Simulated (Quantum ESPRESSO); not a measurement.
# ZnS (Wurtzite-2H) (P6_3mc) in Quantum ESPRESSO: reference runs

Aim: a first look at ZnS (Wurtzite-2H) with PBEsol, on the cell as given, then over a range of volumes.

All numbers are computed with Quantum ESPRESSO 7.5; they aren't measurements. Logs are shortened: lines on timing, memory, paths and dates and some standing lists are left out, and cuts for length are marked.

**What was measured.**

From a printed reference work, monograph, for a bulk crystal of ZnS at 4 K: band gap 3.911 eV (direct).

The results are compared with them further down.

## (1) The structure

Symmetry: P6_3mc, No. 186, hexagonal system. The conventional cell has a = 3.811 Å, b = 3.811 Å, c = 6.234 Å, α = 90.00°, β = 90.00°, γ = 120.00°. Zn (site symmetry 3m) is surrounded by 4 S at 2.31 to 2.40 Å. S (site symmetry 3m) has 4 Zn at 2.31 to 2.40 Å as nearest neighbours.

## (2) Single point, PBEsol

pw.in reads:

```
&CONTROL
  calculation = 'scf'
  prefix = 'pwscf'
  outdir = './tmp'
  pseudo_dir = './pseudo'
  tprnfor = .true.
  tstress = .true.
  disk_io = 'low'
/
&SYSTEM
  ibrav = 0
  celldm(1) = 8
  nat = 4
  ntyp = 2
  ecutwfc = 56
  ecutrho = 448
  nbnd = 36
  occupations = 'smearing'
  smearing = 'fd'
  degauss = 0.00367493
/
&ELECTRONS
  conv_thr = 8d-10
  electron_maxstep = 120
  mixing_beta = 0.5
/
ATOMIC_SPECIES
Zn    65.3800 zn_pbesol_v1.uspp.F.UPF
S     32.0600 s_pbesol_v1.4.uspp.F.UPF
CELL_PARAMETERS alat
  0.9002182826186   0.0000000000000   0.0000000000000
 -0.4501091413093   0.7796119016936   0.0000000000000
  0.0000000000000   0.0000000000000   1.4725690826146
ATOMIC_POSITIONS crystal
Zn     0.6666666667    0.3333333333    0.5000000000
Zn     0.3333333333    0.6666666667    0.0000000000
S      0.6666666667    0.3333333333    0.8850000000
S      0.3333333333    0.6666666667    0.3850000000
K_POINTS automatic
8 8 5 0 0 0
```

pp_density.in reads:

```
&INPUTPP
  prefix = 'pwscf'
  outdir = './tmp'
  filplot = 'density.dat'
  plot_num = 0
/
&PLOT
  nfile = 1
  filepp(1) = 'density.dat'
  iflag = 3
  output_format = 6
  fileout = 'density.cube'
/
```

pp_potential.in reads:

```
&INPUTPP
  prefix = 'pwscf'
  outdir = './tmp'
  filplot = 'potential.dat'
  plot_num = 11
/
&PLOT
  nfile = 1
  filepp(1) = 'potential.dat'
  iflag = 3
  output_format = 6
  fileout = 'potential.cube'
/
```

Potentials or basis: GBRV 1.5 PBEsol.

On the command line:

```bash
OMP_NUM_THREADS=1 mpirun -n 2 pw.x -nk 2 -in pw.in > pw.out
OMP_NUM_THREADS=1 mpirun -n 1 pp.x -in pp_density.in > pp_density.out
OMP_NUM_THREADS=1 mpirun -n 1 pp.x -in pp_potential.in > pp_potential.out
```

pw.out:

```text
This program is part of the open-source Quantum ESPRESSO suite
     for quantum simulation of materials; please cite
         "P. Giannozzi et al., J. Phys.:Condens. Matter 21 395502 (2009);
         "P. Giannozzi et al., J. Phys.:Condens. Matter 29 465901 (2017);
         "P. Giannozzi et al., J. Chem. Phys. 152 154105 (2020);
     in publications or presentations arising from this work. More details at

     Message from routine setup:
     using ibrav=0 with symmetry is DISCOURAGED, use correct ibrav instead

     K-points division:     npool     =       2
     Subspace diagonalization in iterative solution of the eigenvalue problem:
     a serial algorithm will be used

     G-vector sticks info
     --------------------
     sticks:   dense  smooth     PW     G-vecs:    dense   smooth      PW
     Sum        1615     805    241                84745    29949    4723

     Using Slab Decomposition

     bravais-lattice index     =            0
     lattice parameter (alat)  =       8.0000  a.u.
     unit-cell volume          =     529.1416 (a.u.)^3
     number of atoms/cell      =            4
     number of atomic types    =            2
     number of electrons       =        52.00
     number of Kohn-Sham states=           36
     kinetic-energy cutoff     =      56.0000  Ry
     charge density cutoff     =     448.0000  Ry
     scf convergence threshold =      8.0E-10
     mixing beta               =       0.5000
     number of iterations used =            8  plain     mixing
     Exchange-correlation= SLA  PW   PSX  PSC
                           (   1   4  10   8   0   0   0)

     celldm(1)=   8.000000  celldm(2)=   0.000000  celldm(3)=   0.000000
     celldm(4)=   0.000000  celldm(5)=   0.000000  celldm(6)=   0.000000

     crystal axes: (cart. coord. in units of alat)
               a(1) = (   0.900218   0.000000   0.000000 )
               a(2) = (  -0.450109   0.779612   0.000000 )
               a(3) = (   0.000000   0.000000   1.472569 )

     reciprocal axes: (cart. coord. in units 2 pi/alat)
               b(1) = (  1.110842  0.641345 -0.000000 )
               b(2) = (  0.000000  1.282689  0.000000 )
               b(3) = (  0.000000 -0.000000  0.679085 )

     PseudoPot. # 1 for Zn read from file:
     zn_pbesol_v1.uspp.F.UPF
     Pseudo is Ultrasoft, Zval = 20.0
     Generated by new atomic code, or converted to UPF format
     Using radial grid of  943 points,  6 beta functions with:
                l(1) =   0
                l(2) =   0
                l(3) =   1
                l(4) =   1
                l(5) =   2
                l(6) =   2
     Q(r) pseudized with  8 coefficients,  rinner =    1.100   1.100   1.100
                                                       1.100   1.100

     PseudoPot. # 2 for S  read from file:
     s_pbesol_v1.4.uspp.F.UPF
     Pseudo is Ultrasoft + core correction, Zval =  6.0
     Generated by new atomic code, or converted to UPF format
     Using radial grid of  907 points,  6 beta functions with:
                l(1) =   0
                l(2) =   0
                l(3) =   1
                l(4) =   1
                l(5) =   2
                l(6) =   2
     Q(r) pseudized with  8 coefficients,  rinner =    1.300   1.300   1.300
                                                       1.300   1.300

     atomic species   valence    mass     pseudopotential
     Zn               20.00    65.38000     Zn( 1.00)
     S                 6.00    32.06000     S ( 1.00)

     12 Sym. Ops. (no inversion) found ( 6 have fractional translation)

   Cartesian axes

     site n.     atom                  positions (alat units)
         1        Zn     tau(   1) = (   0.4501091   0.2598706   0.7362845  )
         2        Zn     tau(   2) = (  -0.0000000   0.5197413   0.0000000  )
         3        S      tau(   3) = (   0.4501091   0.2598706   1.3032236  )
         4        S      tau(   4) = (  -0.0000000   0.5197413   0.5669391  )

     number of k points=    30  Fermi-Dirac smearing, width (Ry)=  0.0037
                       cart. coord. in units 2pi/alat
        k(    1) = (   0.0000000   0.0000000   0.0000000), wk =   0.0062500
        k(    2) = (   0.0000000   0.0000000   0.1358171), wk =   0.0125000
        k(    3) = (   0.0000000   0.0000000   0.2716341), wk =   0.0125000
        k(    4) = (   0.0000000   0.1603362   0.0000000), wk =   0.0375000
        k(    5) = (   0.0000000   0.1603362   0.1358171), wk =   0.0750000
        k(    6) = (   0.0000000   0.1603362   0.2716341), wk =   0.0750000
[... 22 lines left out ...]
        k(   29) = (   0.2777104   0.6413447   0.1358171), wk =   0.0750000
        k(   30) = (   0.2777104   0.6413447   0.2716341), wk =   0.0750000

     Dense  grid:    84745 G-vectors     FFT dimensions: (  50,  50,  80)

     Smooth grid:    29949 G-vectors     FFT dimensions: (  36,  36,  60)

     Initial potential from superposition of free atoms

     starting charge      51.9997, renormalised to      52.0000
     Starting wfcs are   34 randomized atomic wfcs +    2 random wfcs

     Self-consistent Calculation

     iteration #  1     ecut=    56.00 Ry     beta= 0.50
     Davidson diagonalization with overlap
     ethr =  1.00E-02,  avg # of iterations =  4.4

     Threshold (ethr) on eigenvalues was too large:
     Diagonalizing with lowered threshold

     Davidson diagonalization with overlap
     ethr =  3.86E-04,  avg # of iterations =  1.9

     total energy              =    -970.68747823 Ry
     estimated scf accuracy    <       0.19371484 Ry

     iteration #  2     ecut=    56.00 Ry     beta= 0.50
     Davidson diagonalization with overlap
     ethr =  3.73E-04,  avg # of iterations =  2.0

     total energy              =    -970.73340089 Ry
     estimated scf accuracy    <       0.05243003 Ry

     iteration #  3     ecut=    56.00 Ry     beta= 0.50
     Davidson diagonalization with overlap
     ethr =  1.01E-04,  avg # of iterations =  2.0

     total energy              =    -970.74366600 Ry
     estimated scf accuracy    <       0.00332700 Ry
[... 33 lines left out ...]
     total energy              =    -970.74387039 Ry
     estimated scf accuracy    <       0.00000003 Ry

     iteration #  9     ecut=    56.00 Ry     beta= 0.50
     Davidson diagonalization with overlap
     ethr =  5.98E-11,  avg # of iterations =  2.0

     total energy              =    -970.74387040 Ry
     estimated scf accuracy    <          2.5E-09 Ry

     iteration # 10     ecut=    56.00 Ry     beta= 0.50
     Davidson diagonalization with overlap
     ethr =  4.76E-12,  avg # of iterations =  2.2

     End of self-consistent calculation

          k = 0.0000 0.0000 0.0000 (  3791 PWs)   bands (ev):

  -117.8623-117.8623 -72.1928 -72.1927 -72.1921 -72.1921 -72.1921 -72.1921
    -6.4743  -5.5312   0.3320   0.3320   0.3954   0.3954   0.4079   0.8142
     0.8142   0.8960   0.8960   1.0495   1.5060   5.8660   5.8660   6.7253
     6.7253   6.7374   8.8437   9.6119  12.9146  12.9146  13.2202  14.2382
    14.2382  15.8703  16.6838  16.6838

          k = 0.0000 0.0000 0.1358 (  3772 PWs)   bands (ev):

  -117.8623-117.8623 -72.1928 -72.1927 -72.1921 -72.1921 -72.1921 -72.1921
    -6.3969  -5.6371   0.3356   0.3356   0.3869   0.3869   0.4023   0.7160
     0.8239   0.8239   0.8901   0.8901   2.1660   5.9419   5.9419   5.9431
     6.6363   6.6363   9.5185   9.7187  12.9448  12.9683  12.9683  14.0099
    14.0099  15.2718  17.0527  17.0528

          k = 0.0000 0.0000 0.2716 (  3736 PWs)   bands (ev):
[... 65 lines left out ...]
  -117.8623-117.8623 -72.1927 -72.1927 -72.1922 -72.1922 -72.1921 -72.1921
    -5.6671  -5.2529   0.3408   0.4522   0.4718   0.5849   0.6262   0.6907
     0.8325   0.8522   0.9117   1.1166   2.0110   2.8944   3.7587   4.7385
     5.6543   5.7398  10.2287  10.6596  12.3619  12.9107  14.1120  14.8993
    15.6472  17.0111  17.0709  18.2247

          k = 0.0000 0.4810 0.2716 (  3745 PWs)   bands (ev):

  -117.8623-117.8623 -72.1927 -72.1927 -72.1922 -72.1922 -72.1921 -72.1921
    -5.5395  -5.3808   0.3362   0.3784   0.5057   0.5492   0.6168   0.6323
     0.8671   0.8894   0.8943   0.9854   2.1983   2.5292   4.6473   5.0244
     5.4033   5.4500  10.1767  10.6539  11.8648  12.3472  14.9192  15.1306
    15.6529  16.0122  17.4440  18.5681

          k = 0.0000-0.6413 0.0000 (  3714 PWs)   bands (ev):

  -117.8623-117.8623 -72.1927 -72.1927 -72.1922 -72.1922 -72.1921 -72.1921
    -5.5180  -5.1893   0.3663   0.4736   0.5765   0.6353   0.6727   0.7291
     0.8674   0.9281   0.9850   1.0041   1.8642   2.4751   3.5321   4.4550
     5.1419   5.7417  10.2180  10.8963  11.7784  13.7480  14.0443  15.0360
    15.6380  17.9190  18.6922  19.1872

          k = 0.0000-0.6413 0.1358 (  3740 PWs)   bands (ev):

  -117.8623-117.8623 -72.1927 -72.1927 -72.1922 -72.1922 -72.1921 -72.1921
    -5.4836  -5.2168   0.3563   0.4886   0.5019   0.6203   0.6742   0.7337
     0.8705   0.9180   1.0138   1.0252   1.7337   2.2755   3.9693   4.5646
     5.3471   5.5990  10.2835  10.3259  12.2695  12.9349  14.0778  14.7155
    16.2929  17.7443  18.3573  19.6501

          k = 0.0000-0.6413 0.2716 (  3752 PWs)   bands (ev):

  -117.8623-117.8623 -72.1927 -72.1927 -72.1922 -72.1922 -72.1921 -72.1921
    -5.3958  -5.2934   0.3484   0.3939   0.5288   0.5796   0.6865   0.7132
     0.8802   0.8974   1.0388   1.0600   1.6975   1.9246   4.8140   4.8605
     5.2517   5.4139  10.0222  10.4144  11.7851  11.9931  14.9817  15.3132
    16.2698  16.2783  18.6649  19.1084

          k = 0.1389 0.2405 0.0000 (  3759 PWs)   bands (ev):

  -117.8623-117.8623 -72.1928 -72.1927 -72.1921 -72.1921 -72.1921 -72.1921
    -6.1660  -5.3644   0.3262   0.3889   0.4349   0.4530   0.5017   0.7816
     0.7860   0.8138   0.9063   1.1433   1.9114   4.1700   4.6856   5.2312
     6.1883   6.3443  10.4871  11.1314  12.1944  13.1497  13.7200  13.9692
    15.1733  15.2498  15.8984  16.3970

          k = 0.1389 0.2405 0.1358 (  3757 PWs)   bands (ev):

  -117.8623-117.8623 -72.1928 -72.1927 -72.1921 -72.1921 -72.1921 -72.1921
    -6.0976  -5.4502   0.3238   0.3907   0.4230   0.4455   0.4932   0.6832
     0.8011   0.8240   0.8981   0.9912   2.3977   4.3290   4.4991   5.2256
     6.0650   6.1935  10.6381  11.2187  12.2999  12.9667  13.3223  13.9210
    15.1120  15.2807  16.2646  16.5421
[... 91 lines left out ...]
  -117.8623-117.8623 -72.1927 -72.1927 -72.1922 -72.1922 -72.1922 -72.1921
    -5.3361  -5.2202   0.4216   0.5290   0.5937   0.6481   0.7313   0.7316
     0.8218   0.8360   1.0549   1.1435   1.9844   2.2966   3.1485   4.4467
     4.5604   5.0948  11.3399  12.0304  12.2027  13.3121  13.9731  14.9233
    16.0719  16.9257  17.1933  17.7816

          k = 0.2777 0.6413 0.2716 (  3731 PWs)   bands (ev):

  -117.8623-117.8623 -72.1927 -72.1927 -72.1922 -72.1922 -72.1922 -72.1922
    -5.2918  -5.2472   0.4643   0.5144   0.5237   0.5846   0.6995   0.7018
     0.8236   0.8267   1.1265   1.1731   1.8723   2.0032   3.5134   3.9995
     5.2341   5.4723  11.0505  11.3794  12.6343  13.0693  13.7420  14.2580
    16.0383  16.2237  17.5080  17.6094

     the Fermi energy is     7.7057 ev

!    total energy              =    -970.74387040 Ry
     estimated scf accuracy    <          6.9E-11 Ry
     smearing contrib. (-TS)   =      -0.00000000 Ry
     internal energy E=F+TS    =    -970.74387040 Ry

     The total energy is F=E-TS. E is the sum of the following terms:
     one-electron contribution =    -908.56878436 Ry
     hartree contribution      =     467.71154995 Ry
     xc contribution           =    -100.27157114 Ry
     ewald contribution        =    -429.61506485 Ry

     convergence has been achieved in  10 iterations

     Forces acting on atoms (cartesian axes, Ry/au):

     atom    1 type  1   force =     0.00000000    0.00000000    0.01195448
     atom    2 type  1   force =    -0.00000000    0.00000000    0.01195448
     atom    3 type  2   force =     0.00000000    0.00000000   -0.01195448
     atom    4 type  2   force =     0.00000000    0.00000000   -0.01195448

     Total force =     0.023909     Total SCF correction =     0.000003

     Computing stress (Cartesian axis) and pressure

          total   stress  (Ry/bohr**3)                   (kbar)     P=      -12.39
  -0.00004233  -0.00000000  -0.00000000           -6.23       -0.00       -0.00
  -0.00000000  -0.00004233  -0.00000000           -0.00       -6.23       -0.00
  -0.00000000  -0.00000000  -0.00016812           -0.00       -0.00      -24.73

=------------------------------------------------------------------------------=
   JOB DONE.
=------------------------------------------------------------------------------=
```

Run time: 48 s. Hardware: 2 MPI ranks of Arm Neoverse V2, shared host; peak memory 0.48 GiB.

What came out:

```
Free energy            : -13207.6432 eV
Pressure               : -1.2 GPa
Largest force          : 0.307 eV/Å
Band gap on the k mesh : 2.11 eV, direct
```

Forces on the atoms (eV/Å):
```
Zn   0.000  0.000  0.307
Zn   0.000  0.000  0.307
S    0.000  0.000 -0.307
S    0.000  0.000 -0.307
```

## (3) Single point, PBEsol, 18.43 Å³/atom

Edit pw.in of step 2 so:

```diff
@@ -5,5 +5,4 @@
   pseudo_dir = './pseudo'
-  tprnfor = .true.
   tstress = .true.
-  disk_io = 'low'
+  disk_io = 'nowf'
 /
@@ -11,3 +10,2 @@
   ibrav = 0
-  celldm(1) = 8
   nat = 4
@@ -29,6 +27,6 @@
 S     32.0600 s_pbesol_v1.4.uspp.F.UPF
-CELL_PARAMETERS alat
-  0.9002182826186   0.0000000000000   0.0000000000000
- -0.4501091413093   0.7796119016936   0.0000000000000
-  0.0000000000000   0.0000000000000   1.4725690826146
+CELL_PARAMETERS angstrom
+   3.7332026603    0.0000000000    0.0000000000
+  -1.8666013302    3.2330483413    0.0000000000
+   0.0000000000    0.0000000000    6.1067398017
 ATOMIC_POSITIONS crystal
```

Potentials or basis: GBRV 1.5 PBEsol.

On the command line:

```bash
OMP_NUM_THREADS=1 mpirun -n 2 pw.x -nk 2 -in pw.in > pw.out
```

Run time: 42 s. Hardware: 2 MPI ranks of Arm Neoverse V2, shared host; peak memory 0.44 GiB.

It converged, with:

```yaml
Free_energy: -13207.6058 eV
Pressure: 3.9 GPa
Band_gap_on_the_k_mesh: 2.39 eV, direct
```

(Part 1 of 2 ends here.)
